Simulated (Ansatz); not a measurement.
Geometry optimisation in Ansatz: input, command and trajectory.

```yaml
crystal:
  lattice:
    - [-2.6694340762, 4.8730072627, 4.5160225181]
    - [2.6694340762, -4.8730072627, 4.5160225181]
    - [2.6694340762, 4.8730072627, -4.5160225181]
  atoms:
    - { symbol: Si, position: [0.930512584, 0.8452085404, 0.0853040435] }
    - { symbol: Si, position: [0.7400955031, 0.1547914596, 0.5853040435] }
    - { symbol: Si, position: [0.069487416, 0.1547914596, 0.9146959565] }
    - { symbol: Si, position: [0.2599044969, 0.8452085404, 0.4146959565] }
    - { symbol: O, position: [0.1332949682, 0.8832949682, 0.25] }
    - { symbol: O, position: [0.8667050318, 0.1167050318, 0.75] }
    - { symbol: O, position: [0.7934944812, 0.5, 0.7934944812] }
    - { symbol: O, position: [0.2065055188, 0.0, 0.7065055188] }
    - { symbol: O, position: [0.2065055188, 0.5, 0.2065055188] }
    - { symbol: O, position: [0.7934944812, 0.0, 0.2934944812] }
    - { symbol: O, position: [0.0, 0.0, 0.0] }
    - { symbol: O, position: [0.5, 0.0, 0.5] }
basis:
  ecutwfc: 420
kpoints:
  mp_grid: { grid: [6, 6, 6] }
hamiltonian:
  xc: pbe
scf:
  occupations: { method: gaussian, width: 0.02 }
output:
  forces: true
  stress: true
  eigenvalues: true
relax:
  adjacent_minimum: "off"
  f_tol: 0.01
  max_steps: 30
  cell: { stress_tol: 0.1, fix: [volume] }
```

```bash
ansatz run input.yaml --threads 2 --pin off --max-ram 5120MiB --backend cpu --events-out ev --progress --plain --runs-dir out
```

Theory: DFT PBE, scalar-relativistic, plane waves, PAW in Ansatz.

The volume is held at 1.03 times that of the relaxed cell.

Of 10 frames 9 are shown, positions in Å and forces in eV/Å; the SCF threshold varies from step to step. Steps run on the plane waves of an earlier cell, with a Pulay correction in the pressure. The basis is chosen afresh for the last frame, the zero of the energies, and at times for earlier ones too; energy and pressure can step there, also at an unchanged geometry. Where two frames share a geometry here, they differ by under 2 meV/atom and 0.3 GPa.

```xyz
12
Lattice="-2.6694 4.8730 4.5160 2.6694 -4.8730 4.5160 2.6694 4.8730 -4.5160" Properties=species:S:1:pos:R:3:forces:R:3 pbc="T T T" step=1 free_energy_over_end_meV_per_atom=3.90 pressure_GPa=-3.57
Si    0.0000    0.8314    7.6340    0.0000    0.0426   -0.0035
Si    0.0000    5.7044    1.3981    0.0000    0.0426    0.0035
Si    2.6694    4.0416   -3.1179    0.0000   -0.0426    0.0035
Si    2.6694   -0.8314    3.1179    0.0000   -0.0426   -0.0035
O     2.6694   -2.4365    3.4619    0.0000    0.0000   -0.1783
O     0.0000    7.3095    1.0541    0.0000    0.0000    0.1783
O     1.3347    5.2969    2.2580    0.0000    0.2199    0.0000
O     1.3347    4.4491   -2.2580    0.0000   -0.2199    0.0000
O     1.3347   -0.4239    2.2580    0.0000   -0.2199    0.0000
O    -1.3347    5.2969    2.2580    0.0000    0.2199    0.0000
O     0.0000    0.0000    0.0000    0.0000    0.0000    0.0000
O     0.0000    4.8730    0.0000    0.0000    0.0000    0.0000
12
Lattice="-2.6661 4.8978 4.4988 2.6661 -4.8978 4.4988 2.6661 4.8978 -4.4988" Properties=species:S:1:pos:R:3:forces:R:3 pbc="T T T" step=2 free_energy_over_end_meV_per_atom=2.66 pressure_GPa=-3.19
Si    0.0000    0.8474    7.6097    0.0000   -0.0305   -0.0092
Si    0.0000    5.7453    1.3879    0.0000   -0.0305    0.0092
Si    2.6661    4.0504   -3.1109    0.0000    0.0305    0.0092
Si    2.6661   -0.8474    3.1109    0.0000    0.0305   -0.0092
O     2.6661   -2.4489    3.4585    0.0000    0.0000   -0.0914
O     0.0000    7.3467    1.0403    0.0000    0.0000    0.0914
O     1.3330    5.3445    2.2494    0.0000    0.1863    0.0000
O     1.3330    4.4511   -2.2494    0.0000   -0.1863    0.0000
O     1.3330   -0.4467    2.2494    0.0000   -0.1863    0.0000
O    -1.3330    5.3445    2.2494    0.0000    0.1863    0.0000
O     0.0000    0.0000    0.0000    0.0000    0.0000    0.0000
O     0.0000    4.8978    0.0000    0.0000    0.0000    0.0000
12
Lattice="-2.6644 4.9584 4.4466 2.6644 -4.9584 4.4466 2.6644 4.9584 -4.4466" Properties=species:S:1:pos:R:3:forces:R:3 pbc="T T T" step=3 free_energy_over_end_meV_per_atom=1.29 pressure_GPa=-2.31
Si    0.0000    0.8856    7.5360    0.0000   -0.0406   -0.1754
Si    0.0000    5.8440    1.3573    0.0000   -0.0406    0.1754
Si    2.6644    4.0728   -3.0893    0.0000    0.0406    0.1754
Si    2.6644   -0.8856    3.0893    0.0000    0.0406   -0.1754
O     2.6644   -2.4792    3.4511    0.0000    0.0000    0.1054
O     0.0000    7.4377    0.9955    0.0000    0.0000   -0.1054
O     1.3322    5.4666    2.2233    0.0000    0.0892    0.0000
O     1.3322    4.4502   -2.2233    0.0000   -0.0892    0.0000
O     1.3322   -0.5082    2.2233    0.0000   -0.0892    0.0000
O    -1.3322    5.4666    2.2233    0.0000    0.0892    0.0000
O     0.0000    0.0000    0.0000    0.0000    0.0000    0.0000
O     0.0000    4.9584    0.0000    0.0000    0.0000    0.0000
12
Lattice="-2.6653 4.9663 4.4380 2.6653 -4.9663 4.4380 2.6653 4.9663 -4.4380" Properties=species:S:1:pos:R:3:forces:R:3 pbc="T T T" step=4 free_energy_over_end_meV_per_atom=0.50 pressure_GPa=-2.06
Si    0.0000    0.9001    7.5272    0.0000   -0.0082   -0.0034
Si    0.0000    5.8665    1.3489    0.0000   -0.0082    0.0034
Si    2.6653    4.0662   -3.0891    0.0000    0.0082    0.0034
Si    2.6653   -0.9001    3.0891    0.0000    0.0082   -0.0034
O     2.6653   -2.4832    3.4932    0.0000    0.0000    0.0366
O     0.0000    7.4495    0.9448    0.0000    0.0000   -0.0366
O     1.3326    5.5128    2.2190    0.0000    0.0031    0.0000
O     1.3326    4.4199   -2.2190    0.0000   -0.0031    0.0000
O     1.3326   -0.5465    2.2190    0.0000   -0.0031    0.0000
O    -1.3326    5.5128    2.2190    0.0000    0.0031    0.0000
O     0.0000    0.0000    0.0000    0.0000    0.0000    0.0000
O     0.0000    4.9663    0.0000    0.0000    0.0000    0.0000
12
Lattice="-2.6596 4.9825 4.4331 2.6596 -4.9825 4.4331 2.6596 4.9825 -4.4331" Properties=species:S:1:pos:R:3:forces:R:3 pbc="T T T" step=5 free_energy_over_end_meV_per_atom=0.40 pressure_GPa=-2.00
Si    0.0000    0.9124    7.5268    0.0000    0.0624   -0.0033
Si    0.0000    5.8949    1.3394    0.0000    0.0624    0.0033
Si    2.6596    4.0700   -3.0937    0.0000   -0.0624    0.0033
Si    2.6596   -0.9124    3.0937    0.0000   -0.0624   -0.0033
O     2.6596   -2.4912    3.5221    0.0000    0.0000   -0.0174
O     0.0000    7.4737    0.9110    0.0000    0.0000    0.0174
O     1.3298    5.5527    2.2165    0.0000   -0.0075    0.0000
O     1.3298    4.4123   -2.2165    0.0000    0.0075    0.0000
O     1.3298   -0.5702    2.2165    0.0000    0.0075    0.0000
O    -1.3298    5.5527    2.2165    0.0000   -0.0075    0.0000
O     0.0000    0.0000    0.0000    0.0000    0.0000    0.0000
O     0.0000    4.9825    0.0000    0.0000    0.0000    0.0000
12
Lattice="-2.6605 4.9837 4.4306 2.6605 -4.9837 4.4306 2.6605 4.9837 -4.4306" Properties=species:S:1:pos:R:3:forces:R:3 pbc="T T T" step=6 free_energy_over_end_meV_per_atom=0.38 pressure_GPa=-1.97
Si    0.0000    0.9145    7.5226    0.0000    0.0037    0.0020
Si    0.0000    5.8982    1.3386    0.0000    0.0037   -0.0020
Si    2.6605    4.0692   -3.0920    0.0000   -0.0037   -0.0020
Si    2.6605   -0.9145    3.0920    0.0000   -0.0037    0.0020
O     2.6605   -2.4918    3.5209    0.0000    0.0000    0.0000
O     0.0000    7.4755    0.9097    0.0000    0.0000    0.0000
O     1.3302    5.5558    2.2153    0.0000   -0.0012    0.0000
O     1.3302    4.4115   -2.2153    0.0000    0.0012    0.0000
O     1.3302   -0.5721    2.2153    0.0000    0.0012    0.0000
O    -1.3302    5.5558    2.2153    0.0000   -0.0012    0.0000
O     0.0000    0.0000    0.0000    0.0000    0.0000    0.0000
O     0.0000    4.9837    0.0000    0.0000    0.0000    0.0000
12
Lattice="-2.6605 4.9837 4.4306 2.6605 -4.9837 4.4306 2.6605 4.9837 -4.4306" Properties=species:S:1:pos:R:3:forces:R:3 pbc="T T T" step=7 free_energy_over_end_meV_per_atom=0.06 pressure_GPa=-1.95
Si    0.0000    0.9145    7.5226    0.0000    0.0025    0.0016
Si    0.0000    5.8982    1.3386    0.0000    0.0025   -0.0016
Si    2.6605    4.0692   -3.0920    0.0000   -0.0025   -0.0016
Si    2.6605   -0.9145    3.0920    0.0000   -0.0025    0.0016
O     2.6605   -2.4918    3.5209    0.0000    0.0000    0.0005
O     0.0000    7.4755    0.9097    0.0000    0.0000   -0.0005
O     1.3302    5.5558    2.2153    0.0000   -0.0003    0.0000
O     1.3302    4.4115   -2.2153    0.0000    0.0003    0.0000
O     1.3302   -0.5721    2.2153    0.0000    0.0003    0.0000
O    -1.3302    5.5558    2.2153    0.0000   -0.0003    0.0000
O     0.0000    0.0000    0.0000    0.0000    0.0000    0.0000
O     0.0000    4.9837    0.0000    0.0000    0.0000    0.0000
12
Lattice="-2.6601 5.0021 4.4150 2.6601 -5.0021 4.4150 2.6601 5.0021 -4.4150" Properties=species:S:1:pos:R:3:forces:R:3 pbc="T T T" step=8 free_energy_over_end_meV_per_atom=0.01 pressure_GPa=-1.85
Si    0.0000    0.9268    7.5003    0.0000    0.0007    0.0282
Si    0.0000    5.9289    1.3297    0.0000    0.0007   -0.0282
Si    2.6601    4.0754   -3.0853    0.0000   -0.0007   -0.0282
Si    2.6601   -0.9268    3.0853    0.0000   -0.0007    0.0282
O     2.6601   -2.5011    3.5274    0.0000    0.0000   -0.0088
O     0.0000    7.5032    0.8876    0.0000    0.0000    0.0088
O     1.3300    5.5930    2.2075    0.0000    0.0001    0.0000
O     1.3300    4.4113   -2.2075    0.0000   -0.0001    0.0000
O     1.3300   -0.5909    2.2075    0.0000   -0.0001    0.0000
O    -1.3300    5.5930    2.2075    0.0000    0.0001    0.0000
O     0.0000    0.0000    0.0000    0.0000    0.0000    0.0000
O     0.0000    5.0021    0.0000    0.0000    0.0000    0.0000
12
Lattice="-2.6597 5.0027 4.4150 2.6597 -5.0027 4.4150 2.6597 5.0027 -4.4150" Properties=species:S:1:pos:R:3:forces:R:3 pbc="T T T" step=10 free_energy_over_end_meV_per_atom=0.00 pressure_GPa=-1.84
Si    0.0000    0.9273    7.5012    0.0000    0.0005   -0.0017
Si    0.0000    5.9300    1.3288    0.0000    0.0005    0.0017
Si    2.6597    4.0754   -3.0862    0.0000   -0.0005    0.0017
Si    2.6597   -0.9273    3.0862    0.0000   -0.0005   -0.0017
O     2.6597   -2.5014    3.5283    0.0000    0.0000    0.0005
O     0.0000    7.5041    0.8867    0.0000    0.0000   -0.0005
O     1.3299    5.5947    2.2075    0.0000    0.0006    0.0000
O     1.3299    4.4108   -2.2075    0.0000   -0.0006    0.0000
O     1.3299   -0.5920    2.2075    0.0000   -0.0006    0.0000
O    -1.3299    5.5947    2.2075    0.0000    0.0006    0.0000
O     0.0000    0.0000    0.0000    0.0000    0.0000    0.0000
O     0.0000    5.0027    0.0000    0.0000    0.0000    0.0000
```

Time: 2.6 min on 2 threads of Arm Neoverse V1 (shared host), peak memory 0.72 GiB.